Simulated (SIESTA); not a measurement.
# TiO2 (P4_2/mnm) in SIESTA: notebook, part 2 of 2

SIESTA 5.4.2. Earlier steps stand in the parts before.

**3. Band structure, PBE**

run.py reads:

```python
from ase import Atoms
from ase.calculators.siesta import Siesta
from ase.units import Ry, GPa

atoms = Atoms(
    ['Ti', 'Ti', 'O', 'O', 'O', 'O'],
    cell=[
        [4.5998373239, 0.0, 0.0],
        [0.0, 4.5998373239, 0.0],
        [0.0, 0.0, 2.95921356],
    ],
    scaled_positions=[
        [0.0, 0.0, 0.5],
        [0.5, 0.5, 0.0],
        [0.30432132, 0.30432132, 0.5],
        [0.19567868, 0.80432132, 0.0],
        [0.80432132, 0.19567868, 0.0],
        [0.69567868, 0.69567868, 0.5],
    ],
    pbc=True,
)

fdf = {
    'SCFMustConverge': False,
    'OccupationFunction': 'FD',
    'ElectronicTemperature': '0.05 eV',
    'MaxSCFIterations': '120',
    'SCF.Mixer.Method': 'Pulay',
    'SCF.Mixer.Weight': '0.25',
    'SCF.Mixer.History': '8',
    'SCF.DM.Tolerance': '5.0e-05',
    'SCF.H.Tolerance': '1.0e-03 eV',
    'WriteForces': 'true',
    'Charge.Mulliken': 'end',
    'BandLinesScale': 'ReciprocalLatticeVectors',
    'BandLines': ['  1    0.000000   0.000000   0.000000  \\Gamma', '  7    0.000000   0.500000   0.000000  X', '  7    0.500000   0.500000   0.000000  M', ' 10    0.000000   0.000000   0.000000  \\Gamma', ' 11    0.000000   0.000000   0.500000  Z', '  7    0.000000   0.500000   0.500000  R', '  7    0.500000   0.500000   0.500000  A', ' 10    0.000000   0.000000   0.500000  Z', '  1    0.000000   0.500000   0.000000  X', ' 11    0.000000   0.500000   0.500000  R', '  1    0.500000   0.500000   0.000000  M', ' 11    0.500000   0.500000   0.500000  A'],
    'PAO.Basis': ['Ti.1 4', 'n=3 0 2', '  3.144 0.000', 'n=4 0 2', '  8.756 0.000', 'n=3 1 2', '  3.568 0.000', 'n=3 2 2', '  6.267 0.000'],
}
calc = Siesta(
    label="TiO2",
    command="siesta < PREFIX.fdf > PREFIX.out",
    pseudo_path="pseudos",
    pseudo_qualifier="",
    xc=('GGA', 'PBE'),
    basis_set="DZ",
    mesh_cutoff=800 * Ry,
    energy_shift=0.003 * Ry,
    kpts=[6, 6, 9],
    spin="non-polarized",
    fdf_arguments=fdf,
)
atoms.calc = calc

print(f"energy = {atoms.get_potential_energy():.6f} eV")
free = atoms.get_potential_energy(force_consistent=True)
print(f"free energy = {free:.6f} eV")
print("forces (eV/A):")
print(atoms.get_forces(apply_constraint=False).round(6))
print("stress (GPa, Voigt order, tension positive):", (atoms.get_stress() / GPa).round(4))
```

Potentials or basis: PseudoDojo 0.4 standard (PBE files), DZ (energy shift 0.003 Ry; two zetas on semicore shells).

The run is started by

```console
$ python run.py
```

It took 39 s on 1 thread of Intel Xeon 6975P-C (Granite Rapids), shared host; peak memory 0.36 GiB.

Results (log left out):

```
Free energy             : -5037.6705 eV
Pressure                : 7.0 GPa
Largest force           : 0.129 eV/Å
Band gap on the k mesh  : 1.74 eV, direct
Band gap along the path : 1.74 eV, direct
```

Forces in eV/Å, atoms in the order of the input:
```
Ti   0.000  0.000  0.000
Ti   0.000  0.000  0.000
O   -0.091 -0.091  0.000
O    0.091 -0.091  0.000
O   -0.091  0.091  0.000
O    0.091  0.091  0.000
```

Stress tensor (GPa, compression positive):
```
 5.57  0.00  0.00
 0.00  5.57  0.00
 0.00  0.00 10.00
```

Levels at the corners of the path, in eV from the valence-band top:
```tsv
point	band 22	band 23	band 24	band 25	band 26	band 27
Γ	-0.48	-0.48	0.00	1.74	2.01	2.32
X	-1.75	-0.72	-0.72	2.44	2.44	2.89
M	-1.38	-1.14	-1.14	1.78	1.78	2.36
Γ	-0.48	-0.48	0.00	1.74	2.01	2.32
Z	-2.36	-1.50	-1.50	2.90	2.90	2.99
R	-2.12	-1.02	-1.02	1.80	1.80	3.00
A	-1.29	-0.71	-0.71	2.54	2.54	3.03
Z	-2.36	-1.50	-1.50	2.90	2.90	2.99
X	-1.75	-0.72	-0.72	2.44	2.44	2.89
R	-2.12	-1.02	-1.02	1.80	1.80	3.00
M	-1.38	-1.14	-1.14	1.78	1.78	2.36
A	-1.29	-0.71	-0.71	2.54	2.54	3.03
```

Caveat: the basis has no polarisation orbitals; the basis of atomic orbitals isn't converged, which shifts pressures, moduli and gaps.

**4. Band structure, vdW-DF-cx**

TiO2.fdf reads:

```
SystemName                      TiO2
SystemLabel                     TiO2
NumberOfSpecies                 2
NumberOfAtoms                   6
%block ChemicalSpeciesLabel
  1  22 Ti
  2   8 O
%endblock ChemicalSpeciesLabel

LatticeConstant                 1.0 Ang
%block LatticeVectors
     4.5998373239     0.0000000000     0.0000000000
     0.0000000000     4.5998373239     0.0000000000
     0.0000000000     0.0000000000     2.9592135600
%endblock LatticeVectors
AtomicCoordinatesFormat         Fractional
%block AtomicCoordinatesAndAtomicSpecies
     0.0000000000     0.0000000000     0.5000000000  1  Ti
     0.5000000000     0.5000000000     0.0000000000  1  Ti
     0.3043213200     0.3043213200     0.5000000000  2  O
     0.1956786800     0.8043213200     0.0000000000  2  O
     0.8043213200     0.1956786800     0.0000000000  2  O
     0.6956786800     0.6956786800     0.5000000000  2  O
%endblock AtomicCoordinatesAndAtomicSpecies

%block kgrid.MonkhorstPack
    6   0   0  0.0
    0   6   0  0.0
    0   0   9  0.0
%endblock kgrid.MonkhorstPack
XC.Functional                   VDW
XC.Authors                      BH
PAO.BasisSize                   DZP
PAO.EnergyShift                 0.003 Ry
Mesh.Cutoff                     800 Ry
OccupationFunction              FD
ElectronicTemperature           0.05 eV
MaxSCFIterations                120
SCF.MustConverge                false
SCF.Mixer.Method                Pulay
SCF.Mixer.Weight                0.25
SCF.Mixer.History               8
SCF.DM.Tolerance                5.0e-05
SCF.H.Tolerance                 1.0e-03 eV
WriteForces                     true
Charge.Mulliken                 end
BandLinesScale                  ReciprocalLatticeVectors
%block BandLines
    1    0.000000   0.000000   0.000000  \Gamma
    7    0.000000   0.500000   0.000000  X
    7    0.500000   0.500000   0.000000  M
   10    0.000000   0.000000   0.000000  \Gamma
   11    0.000000   0.000000   0.500000  Z
    7    0.000000   0.500000   0.500000  R
    7    0.500000   0.500000   0.500000  A
   10    0.000000   0.000000   0.500000  Z
    1    0.000000   0.500000   0.000000  X
   11    0.000000   0.500000   0.500000  R
    1    0.500000   0.500000   0.000000  M
   11    0.500000   0.500000   0.500000  A
%endblock BandLines
%block PAO.Basis
  Ti 5
  n=3 0 2
    3.151 0.000
  n=4 0 2
    8.826 0.000
  n=3 1 2
    3.575 0.000
  n=4 1 1
    8.826
  n=3 2 2
    6.279 0.000
%endblock PAO.Basis
```

Potentials or basis: PseudoDojo 0.4 standard (PBE files), DZP (energy shift 0.003 Ry; two zetas on semicore shells).

The run is started by

```console
$ siesta TiO2.fdf > TiO2.out 2>&1
```

It took 2 min on 1 thread of Intel Xeon 6975P-C (Granite Rapids), shared host; peak memory 0.62 GiB.

Results (log left out):

```yaml
Free_energy: -5036.1065 eV
Pressure: 2.1 GPa
Largest_force: 0.053 eV/Å
Band_gap_on_the_k_mesh: 1.76 eV, direct
Band_gap_along_the_path: 1.76 eV, direct
```

Forces on the atoms (eV/Å):
```
Ti   0.000  0.000  0.000
Ti   0.000  0.000  0.000
O   -0.037 -0.037  0.000
O    0.037 -0.037  0.000
O   -0.037  0.037  0.000
O    0.037  0.037  0.000
```

Stress tensor (GPa, compression positive):
```
1.68 0.00 0.00
0.00 1.68 0.00
0.00 0.00 2.85
```

Levels at the corners of the path, in eV from the valence-band top:
| point | band 20 | band 21 | band 22 | band 23 | band 24 | band 25 | band 26 | band 27 | band 28 | band 29 |
| --- | --- | --- | --- | --- | --- | --- | --- | --- | --- | --- |
| Γ | -2.06 | -0.74 | -0.45 | -0.45 | 0.00 | 1.76 | 2.02 | 2.33 | 2.39 | 2.39 |
| X | -3.16 | -1.71 | -1.71 | -0.74 | -0.74 | 2.44 | 2.44 | 2.95 | 2.95 | 3.54 |
| M | -2.25 | -1.35 | -1.35 | -1.11 | -1.11 | 1.79 | 1.79 | 2.41 | 2.41 | 3.82 |
| Γ | -2.06 | -0.74 | -0.45 | -0.45 | 0.00 | 1.76 | 2.02 | 2.33 | 2.39 | 2.39 |
| Z | -2.89 | -2.41 | -2.41 | -1.49 | -1.49 | 2.93 | 2.93 | 3.08 | 3.08 | 3.62 |
| R | -2.46 | -2.12 | -2.12 | -1.02 | -1.02 | 1.80 | 1.80 | 3.10 | 3.10 | 3.88 |
| A | -2.85 | -1.31 | -1.31 | -0.69 | -0.69 | 2.54 | 2.54 | 3.13 | 3.13 | 3.13 |
| Z | -2.89 | -2.41 | -2.41 | -1.49 | -1.49 | 2.93 | 2.93 | 3.08 | 3.08 | 3.62 |
| X | -3.16 | -1.71 | -1.71 | -0.74 | -0.74 | 2.44 | 2.44 | 2.95 | 2.95 | 3.54 |
| R | -2.46 | -2.12 | -2.12 | -1.02 | -1.02 | 1.80 | 1.80 | 3.10 | 3.10 | 3.88 |
| M | -2.25 | -1.35 | -1.35 | -1.11 | -1.11 | 1.79 | 1.79 | 2.41 | 2.41 | 3.82 |
| A | -2.85 | -1.31 | -1.31 | -0.69 | -0.69 | 2.54 | 2.54 | 3.13 | 3.13 | 3.13 |

Caveat: the potentials were made for another functional, which shifts forces and pressure; the basis of atomic orbitals isn't converged, which shifts pressures, moduli and gaps.

**5. Summary**

| level | potentials or basis | gap on the mesh (eV) | pressure (GPa) | largest force (eV/Å) |
| --- | --- | --- | --- | --- |
| RPBE | PseudoDojo 0.4 standard (PBE files), DZP (energy shift 0.003 Ry; two zetas on semicore shells) | 1.76 | 11.6 | 0.08 |
| PBE | PseudoDojo 0.4 standard (PBE files), DZ (energy shift 0.003 Ry; two zetas on semicore shells) | 1.74 | 7.0 | 0.13 |
| vdW-DF-cx | PseudoDojo 0.4 standard (PBE files), DZP (energy shift 0.003 Ry; two zetas on semicore shells) | 1.76 | 2.1 | 0.05 |

Alike in all rows: task band structure; no spin polarisation; cell as given; k mesh 6 × 6 × 9; smearing fermi-dirac 0.05 eV; grid cutoff 800 Ry; energy shift 0.003 Ry.

Caveats: the basis of atomic orbitals isn't converged, which shifts pressures, moduli and gaps; the potentials were made for another functional, which shifts forces and pressure (some runs); the basis has no polarisation orbitals (some runs).

Absolute energies hang on the potentials; compare differences alone.

**6. How close it comes**

Step 2. Against the measured gap of TiO2, 3.03 eV (direct; 1.6 K; quoted in “Shallow Valence Band of Rutile GeO2 and P-type Doping”, 2020, arxiv:2011.08928), the calculated 1.76 eV is off by -1.27 eV. 2 values of this kind are on record in papers (3.03 to 3.05 eV); this one was drawn at random among those near their median. The value is that of RPBE in an atomic basis (PseudoDojo 0.4 standard (PBE files), DZP (energy shift 0.003 Ry; two zetas on semicore shells)), whose error adds to the functional's,, without temperature or zero-point motion. Semilocal functionals fall short of measured gaps as a rule. The cell is a database's relaxed one, not the measured one, which moves gaps too.

Step 4. Measured gap of TiO2: 3.03 eV (direct; 1.6 K; quoted in “Shallow Valence Band of Rutile GeO2 and P-type Doping”, 2020, arxiv:2011.08928). This calculation gives 1.76 eV (-1.27 eV). 2 values of this kind are on record in papers (3.03 to 3.05 eV); this one was drawn at random among those near their median. The value is that of vdW-DF-cx in an atomic basis (PseudoDojo 0.4 standard (PBE files), DZP (energy shift 0.003 Ry; two zetas on semicore shells)), whose error adds to the functional's,, without temperature or zero-point motion. The cell is a database's relaxed one, not the measured one, which moves gaps too.
